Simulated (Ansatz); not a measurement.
GaAs: equation of state with PBEsol

GaAs:

```
As Ga
1.0
     0.00000    2.82685    2.82685
     2.82685    0.00000    2.82685
     2.82685    2.82685    0.00000
As Ga
1 1
Direct
  0.75000 0.75000 0.75000
  0.00000 0.00000 0.00000
```

* Program: Ansatz 0.2.0
* Task: equation of state
* Functional: PBEsol
* Potentials or basis: all-electron LAPW, scalar-relativistic
* Basis error allowed: 0.001 eV/atom
* k mesh: 8 × 8 × 8
* Occupations: fermi-dirac, width 0.05 eV
* Spin: no spin polarisation

```yaml
Equilibrium_volume: 22.65 Å³/atom
Bulk_modulus: 69 GPa
Pressure_derivative_of_the_bulk_modulus: 4.9
```

Energy against volume, from the lowest point:
```csv
volume (Å³/atom),energy (meV/atom)
21.234,21.60
21.686,9.61
22.138,2.59
22.590,0.00
23.041,1.37
23.493,6.26
23.945,14.23
```

All runs of the series together: 3.9 min on 1 thread of Intel(R) Xeon(R) Processor @ 2.50GHz (Skylake/Cascade Lake) (shared host).
